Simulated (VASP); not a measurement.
# Cr (Im-3m) in VASP: a series of runs

One crystal, Cr, is run at these levels: PBE+D3(BJ); tasks: relaxation of cell and atoms, electrostatic potential.

All numbers are computed with VASP 6.6.1; they aren't measurements. Logs are shortened: lines on timing, memory, paths and dates and some standing lists are left out, and cuts for length are marked.

### 1 The crystal as given

Symmetry: Im-3m, No. 229, cubic system. Conventional cell: a = 2.800 Å, b = 2.800 Å, c = 2.800 Å, α = 90.00°, β = 90.00°, γ = 90.00°. Cr (site symmetry m-3m) has 8 Cr at 2.42 Å as nearest neighbours.

The cell was built by a generator and needn't be a form met in nature.

### 2 Relaxation of cell and atoms, PBE+D3(BJ)

INCAR reads:

```
SYSTEM = Cr
PREC = Accurate ; ENCUT = 600
EDIFF = 1E-7 ; ISMEAR = 1
SIGMA = 0.1 ; LREAL = .False.
LASPH = .True. ; NELM = 120
ALGO = Normal ; ISIF = 3
LWAVE = .False. ; LCHARG = .False.
GGA = PE ; IVDW = 12
IBRION = 2 ; NSW = 40
EDIFFG = -0.005
```

KPOINTS reads:

```
regular mesh
0
Gamma
  20 20 20
  0 0 0
```

POSCAR reads:

```
Cr
1.0
   -1.4000000000      1.4000000000      1.4000000000
    1.4000000000     -1.4000000000      1.4000000000
    1.4000000000      1.4000000000     -1.4000000000
Cr
1
Direct
    0.0000000000      0.0000000000      0.0000000000
```

Potentials or basis: VASP PAW PBE potentials, release 64 (Cr_pv).

Started as:

```sh
cat potpaw_PBE.64/Cr_pv/POTCAR > POTCAR
mpirun -np 1 vasp_std > vasp.out
```

OUTCAR:

```text
SYSTEM = Cr
   PREC = Accurate
   ENCUT = 600
   EDIFF = 1E-7
   ISMEAR = 1
   LREAL = .False.
   LASPH = .True.
   NELM = 120
   ISIF = 3
   GGA = PE
   IVDW = 12
   IBRION = 2
   NSW = 40
   EDIFFG = -0.005
 IVDW          = 12

 ion  position               nearest neighbor table
   1  0.000  0.000  0.000-

  LATTYP: Found a body centered cubic cell.
 ALAT       =     2.8000000000

  Lattice vectors:

 A1 = (  -1.4000000000,   1.4000000000,   1.4000000000)
 A2 = (   1.4000000000,  -1.4000000000,   1.4000000000)
 A3 = (   1.4000000000,   1.4000000000,  -1.4000000000)

Analysis of symmetry for initial positions (statically):
=====================================================================
 Subroutine PRICEL returns:
 Original cell was already a primitive cell.

 Routine SETGRP: Setting up the symmetry group for a
 body centered cubic supercell.

 Subroutine GETGRP returns: Found 48 space group operations
 (whereof 48 operations were pure point group operations)
 out of a pool of 48 trial point group operations.

The static configuration has the point symmetry O_h .

Analysis of symmetry for dynamics (positions and initial velocities):
=====================================================================
 Subroutine PRICEL returns:
 Original cell was already a primitive cell.

 Routine SETGRP: Setting up the symmetry group for a
 body centered cubic supercell.

 Subroutine GETGRP returns: Found 48 space group operations
 (whereof 48 operations were pure point group operations)
 out of a pool of 48 trial point group operations.

The dynamic configuration has the point symmetry O_h .

 Subroutine INISYM returns: Found 48 space group operations
 (whereof 48 operations are pure point group operations),
 and found     1 'primitive' translations

----------------------------------------------------------------------------------------

                                     Primitive cell

  volume of cell :      10.9760

  direct lattice vectors                    reciprocal lattice vectors
    -1.400000000  1.400000000  1.400000000     0.000000000  0.357142857  0.357142857
     1.400000000 -1.400000000  1.400000000     0.357142857  0.000000000  0.357142857
     1.400000000  1.400000000 -1.400000000     0.357142857  0.357142857  0.000000000

  length of vectors
     2.424871131  2.424871131  2.424871131     0.505076272  0.505076272  0.505076272

  position of ions in fractional coordinates (direct lattice)
     0.000000000  0.000000000  0.000000000

  ion indices of the primitive-cell ions
   primitive index   ion index
                 1           1

----------------------------------------------------------------------------------------

 KPOINTS: regular mesh

Automatic generation of k-mesh.
 Grid dimensions read from file:
 generate k-points for:   20   20   20

 Generating k-lattice:

  Cartesian coordinates                     Fractional coordinates (reciprocal lattice)
     0.000000000  0.017857143  0.017857143     0.050000000  0.000000000  0.000000000
     0.017857143  0.000000000  0.017857143     0.000000000  0.050000000  0.000000000
     0.017857143  0.017857143  0.000000000     0.000000000  0.000000000  0.050000000

  Length of vectors
     0.025253814  0.025253814  0.025253814

  Shift w.r.t. Gamma in fractional coordinates (k-lattice)
     0.000000000  0.000000000  0.000000000

 Subroutine IBZKPT returns following result:
 ===========================================

 Found    256 irreducible k-points:

 Following reciprocal coordinates:
            Coordinates               Weight
  0.000000  0.000000  0.000000      1.000000
  0.050000  0.000000  0.000000     12.000000
  0.100000  0.000000  0.000000     12.000000
  0.150000  0.000000  0.000000     12.000000
  0.200000  0.000000  0.000000     12.000000
  0.250000  0.000000  0.000000     12.000000
[... 16 lines left out ...]
  0.200000  0.100000 -0.000000     48.000000
  0.250000  0.100000  0.000000     48.000000
 [... further k-points ...]
   k-points           NKPTS =    256   k-points in BZ     NKDIM =    256   number of bands    NBANDS=     10
   number of dos      NEDOS =    301   number of ions     NIONS =      1
   total plane-waves  NPLWV =   8000
   dimension x,y,z NGX =    20 NGY =   20 NGZ =   20
   dimension x,y,z NGXF=    40 NGYF=   40 NGZF=   40
   ions per type =               1
   NGX,Y,Z   is equivalent  to a cutoff of  13.71, 13.71, 13.71 a.u.
   NGXF,Y,Z  is equivalent  to a cutoff of  27.42, 27.42, 27.42 a.u.
 SYSTEM =  Cr
   PREC   = accura    normal or accurate (medium, high low for compatibility)
   ISTART =      0    job   : 0-new  1-cont  2-samecut
   ICHARG =      2    charge: 1-file 2-atom 10-const
   ISPIN  =      1    spin polarized calculation?
   LNONCOLLINEAR =      F non collinear calculations
   LSORBIT =      F    spin-orbit coupling
   LASPH  =      T    aspherical Exc in radial PAW
   ENCUT  =  600.0 eV  44.10 Ry    6.64 a.u.   4.84  4.84  4.84*2*pi/ulx,y,z
   NELM   =    120;   NELMIN=  2; NELMDL= -5     # of ELM steps
   EDIFF  = 0.1E-06   stopping-criterion for ELM
   LREAL  =      F    real-space projection
   EDIFFG = -.5E-02   stopping-criterion for IOM
   NSW    =     40    number of steps for IOM
   IBRION =      2    ionic relax: 0-MD 1-quasi-New 2-CG
   NFREE  =      1    steps in history (QN), initial steepest desc. (CG)
   ISIF   =      3    stress and relaxation
   ISYM   =      2    0-nonsym 1-usesym 2-fastsym
   POTIM  = 0.5000    time-step for ionic-motion
   TEBEG  =    0.0;   TEEND  =   0.0 temperature during run
   PSTRESS=    0.0 pullay stress
   NELECT =      12.0000    total number of electrons
   NUPDOWN=      -1.0000    fix difference up-down
   EMIN   =  10.00;   EMAX   =-10.00  energy-range for DOS
   EFERMI =   0.00;   METHOD = LEGACY
   ISMEAR =     1;   SIGMA  =   0.10  broadening in eV -4-tet -1-fermi 0-gaus
   EFERMI_NEDOS =   21; number of points for ismear=-14 and -15
   IALGO  =     38    algorithm
   IMIX   =      4    mixing-type and parameters
     AMIX     =   0.40;   BMIX     =  1.00
     AMIX_MAG =   1.60;   BMIX_MAG =  1.00
  volume/ion in A,a.u.               =      10.98        74.07
  Fermi-wavevector in a.u.,A,eV,Ry     =   1.686503  3.187029 38.698964  2.844294
  Thomas-Fermi vector in A             =   2.769157
   LORBIT       =      0    0 simple, 1 ext, 2 COOP (PROOUT), +10 PAW based schemes
   GGA     = PE    functional components
   LHFCALC =     F    Hartree Fock is set to
   AEXX    =    0.0000 exact exchange contribution
   IVDW    =    12    specifies the selected vdW correction
   LEPSILON=     F    determine dielectric tensor
   LRPA    =     F    only Hartree local field effects (RPA)
 conjugate gradient relaxation of ions
 non-spin polarized calculation
 Methfessel and Paxton  Order N= 1 SIGMA  =   0.10
  energy-cutoff  :      600.00
  volume of cell :       10.98
 maximum number of plane-waves:       378
   NGX =  9   NGY =  9   NGZ =  9

--------------------------------------- Ionic step        1  -------------------------------------------

 number of electron      12.0000009 magnetization

 Free energy of the ion-electron system (eV)
  ---------------------------------------------------
  ext. energy  EPLUGINS =         0.00000000
  ---------------------------------------------------
  free energy    TOTEN  =        -9.49359264 eV

  energy without entropy =       -9.49346655  energy(sigma->0) =       -9.49355061

------------------------ aborting loop because EDIFF is reached ----------------------------------------

 Edisp (eV)   -0.52209

 E8    (eV) :    -0.2324

  FORCE on cell =-STRESS in cart. coord.  units (eV):
  Direction    XX          YY          ZZ          XY          YZ          ZX
  --------------------------------------------------------------------------------------
  -------------------------------------------------------------------------------------
  Total       0.42000     0.42000     0.42000     0.00000     0.00000    -0.00000
  in kB      61.30760    61.30760    61.30760     0.00000     0.00000    -0.00000
  external pressure =       61.31 kB  Pullay stress =        0.00 kB

 VOLUME and BASIS-vectors are now :
 -----------------------------------------------------------------------------
  energy-cutoff  :      600.00
  volume of cell :       10.98
      direct lattice vectors                 reciprocal lattice vectors
    -1.400000000  1.400000000  1.400000000     0.000000000  0.357142857  0.357142857
     1.400000000 -1.400000000  1.400000000     0.357142857  0.000000000  0.357142857
     1.400000000  1.400000000 -1.400000000     0.357142857  0.357142857  0.000000000
[... 40 lines left out ...]
 POSITION                                       TOTAL-FORCE (eV/Angst)
 -----------------------------------------------------------------------------------
      0.00000      2.85673      0.00000         0.000000      0.000000     -0.000000
 -----------------------------------------------------------------------------------
    total drift:                                0.000000      0.000000     -0.000000

  FREE ENERGIE OF THE ION-ELECTRON SYSTEM (eV)
  ---------------------------------------------------
  free  energy   TOTEN  =       -10.0057630689 eV

  energy  without entropy=      -10.0054434131  energy(sigma->0) =      -10.00565652

--------------------------------------- Ionic step        3  -------------------------------------------

 number of electron      12.0000006 magnetization

 Free energy of the ion-electron system (eV)
  ---------------------------------------------------
  ext. energy  EPLUGINS =         0.00000000
  ---------------------------------------------------
  free energy    TOTEN  =        -9.50945107 eV

  energy without entropy =       -9.50924744  energy(sigma->0) =       -9.50938319

 E-fermi :  11.4250     XC(G=0): -13.8468

 val. band max:       11.4166629927   @ k =  -0.1500   0.2000   0.1000
 cond. band min:      11.4378992048   @ k =   0.1500   0.0500   0.0000
 fundamental gap:      0.0212362120
 Fermi energy:        11.4250481025

 k-point     1 :       0.0000    0.0000    0.0000
  band No.  band energies     occupation
      1     -31.2833      2.00000
      2     -31.2833      2.00000
      3     -31.2833      2.00000
      4       3.4391      2.00000
      5      10.4519      2.00000
      6      10.4519      2.00000
      7      10.4519      2.00000
      8      12.5856     -0.00000
      9      12.5856     -0.00000
     10      18.5279      0.00000

 k-point     2 :       0.0500    0.0000    0.0000
  band No.  band energies     occupation
      1     -31.3091      2.00000
      2     -31.2911      2.00000
      3     -31.2834      2.00000
      4       3.5523      2.00000
      5      10.4071      2.00000
      6      10.4449      2.00000
      7      10.5295      2.00000
      8      12.5341     -0.00000
      9      12.5886     -0.00000
     10      18.5278      0.00000
[... 274 lines left out ...]
 k-point    24 :       0.2500    0.1000    0.0000
  band No.  band energies     occupation
      1     -31.9623      2.00000
      2     -31.5013      2.00000
      3     -31.3218      2.00000
      4       6.6640      2.00000
      5       9.3582      2.00000
      6       9.9195      2.00000
      7      12.1950     -0.00000
      8      12.8806     -0.00000
      9      13.2354     -0.00000
     10      18.5268      0.00000

 [... further k-points ...]

------------------------ aborting loop because EDIFF is reached ----------------------------------------

 Edisp (eV)   -0.51062

 E8    (eV) :    -0.2272

  FORCE on cell =-STRESS in cart. coord.  units (eV):
  Direction    XX          YY          ZZ          XY          YZ          ZX
  --------------------------------------------------------------------------------------
  -------------------------------------------------------------------------------------
  Total      -0.00492    -0.00492    -0.00492    -0.00000    -0.00000     0.00000
  in kB      -0.70346    -0.70346    -0.70346    -0.00000    -0.00000     0.00000
  external pressure =       -0.70 kB  Pullay stress =        0.00 kB

 VOLUME and BASIS-vectors are now :
 -----------------------------------------------------------------------------
  energy-cutoff  :      600.00
  volume of cell :       11.21
      direct lattice vectors                 reciprocal lattice vectors
    -1.410023949  1.410023949  1.410023949     0.000000000  0.354603906  0.354603906
     1.410023949 -1.410023949  1.410023949     0.354603906  0.000000000  0.354603906
     1.410023949  1.410023949 -1.410023949     0.354603906  0.354603906  0.000000000

 POSITION                                       TOTAL-FORCE (eV/Angst)
 -----------------------------------------------------------------------------------
      0.00000     -0.00000      0.00000        -0.000000      0.000000      0.000000
 -----------------------------------------------------------------------------------
    total drift:                                0.000000     -0.000000      0.000000

  FREE ENERGIE OF THE ION-ELECTRON SYSTEM (eV)
  ---------------------------------------------------
  free  energy   TOTEN  =       -10.0200726052 eV

  energy  without entropy=      -10.0198689709  energy(sigma->0) =      -10.02000473

 reached required accuracy - stopping structural energy minimisation
```

Wall time 27 s (1 thread of Intel Xeon 6975P-C (Granite Rapids), shared host); peak memory 0.16 GiB.

What came out:

```
Free energy                            : -10.0201 eV
Relaxed volume                         : 11.21 Å³/atom
Relaxed cell                           : a = 2.442 Å, b = 2.442 Å, c = 2.442 Å, α = 109.47°, β = 109.47°, γ = 109.47°
Space group after relaxing (to 0.05 Å) : Im-3m (No. 229)
Energy gained by relaxing              : 4.4 meV/atom
Ionic steps                            : 3
Pressure after relaxing                : -0.1 GPa
Band gap on the k mesh                 : none (metal or under the smearing width)
Dispersion energy per atom             : -0.511 eV
```

The path:
| step | energy change (eV) | largest force (eV/Å) | pressure (GPa) | volume (Å³) |
| --- | --- | --- | --- | --- |
| 1 | 0.0000 | 0.0000 | 6.13 | 10.98 |
| 2 | 0.0099 | 0.0000 | -9.94 | 11.66 |
| 3 | -0.0044 | 0.0000 | -0.07 | 11.21 |

Final structure:
```cif
data_structure
_symmetry_space_group_name_H-M 'P 1'
_symmetry_Int_Tables_number 1
_cell_length_a 2.4422
_cell_length_b 2.4422
_cell_length_c 2.4422
_cell_angle_alpha 109.471
_cell_angle_beta 109.471
_cell_angle_gamma 109.471
_cell_volume 11.21
loop_
_atom_site_label
_atom_site_type_symbol
_atom_site_fract_x
_atom_site_fract_y
_atom_site_fract_z
_atom_site_occupancy
Cr1 Cr 0.00000 0.00000 0.00000 1
```

Levels at points of the mesh, in eV from the Fermi level:
```
           k point  band 4  band 5  band 6  band 7  band 8  band 9
(0.00, 0.00, 0.00)   -7.99   -0.97   -0.97   -0.97    1.16    1.16
(0.50, 0.00, 0.00)   -4.61   -2.59    1.17    1.17    1.52    2.93
(0.50, 0.50, 0.50)   -4.52   -4.52    2.52    2.52    2.52    7.10
```

Caveat: the run has no spin polarisation, though such a crystal can be magnetic; pairwise dispersion overbinds metals, which lowers pressure and volume. Spin polarisation is off, so any magnetic state and its effect on volume and gap are missing.

[end of part 1 of 2]
